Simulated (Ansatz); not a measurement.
# C: energy along a strain

C, R-3m, a = 2.521 Å, c = 43.473 Å. Ansatz: PBE, PAW, 420 eV, Γ-centred 12×12×12 mesh on 14 atoms, Gaussian smearing 0.05 eV; no spin polarisation. Cell vectors (Å): 1.261 0.728 14.491; -1.261 0.728 14.491; 0.000 -1.456 14.491. The cell is strained by x per cent times the pattern (0 1 0 0 0 0) in the order xx yy zz yz xz xy (engineering shears), with fractional coordinates held. y is the free energy over the start, V0 = 5.698 Å³/atom. Points with a strain past 8.5 % were computed too (3) and aren't used here.

```tsv
x (%)	y (meV/atom)
-7.50	136.72
-5.00	?
-2.50	13.61
0.00	0.00
2.50	12.24
5.00	46.48
7.50	99.43
```

Fit y = c2 x² + c3 x³ to the other rows, get the stiffness along the pattern, and predict the missing energy.

Least squares on the rows shown. y = 2.0971 x² − 0.044338 x³. The clamped-ion stiffness p·C·p = 2 × 20.97 eV × 160.2 / 5.698 Å³ = 1179 GPa, which is C22 in these axes. At x = -5.00 the fit asked for gives 57.97 meV/atom. The run gave 57.48 meV/atom, so the fit is 0.49 meV/atom too high, 0.36 % of the span of the series, against an rms of 0.23 meV/atom on the fitted rows. With a term in x⁴ added, a fit to the same known rows predicts 57.53 meV/atom, so most of the miss is curvature that the known rows already hold.

Cost: 10 runs of about 26 core-minutes in all, on Intel Xeon Processor @ 2.50GHz (Skylake/Cascade Lake) (shared hosts).

The cell dimensions and small atomic volume point to a dense, fully sp³-bonded carbon, a long-period stacking relative of diamond rather than graphite. The large in-plane stiffness fits that picture: short, directional σ bonds resist both stretching and changes of bond angle.

Compression costs more than equal extension at both magnitudes where the table gives the two signs, 136.72 against 99.43 meV/atom at the largest. This is ordinary bond anharmonicity: overlap repulsion rises steeply as atoms are pushed together, while the restoring force softens as bonds lengthen. The negative cubic coefficient expresses this.

The fit lies above the computed energies at small and intermediate strain and slightly below them at both ends, the signature of a positive quartic term. The quadratic coefficient has absorbed part of it, so 1179 GPa is probably a little too high even as a clamped-ion value. Letting the sublattices relax could only lower it further, probably modestly, since stiff bond angles limit internal displacements in diamond-like networks.
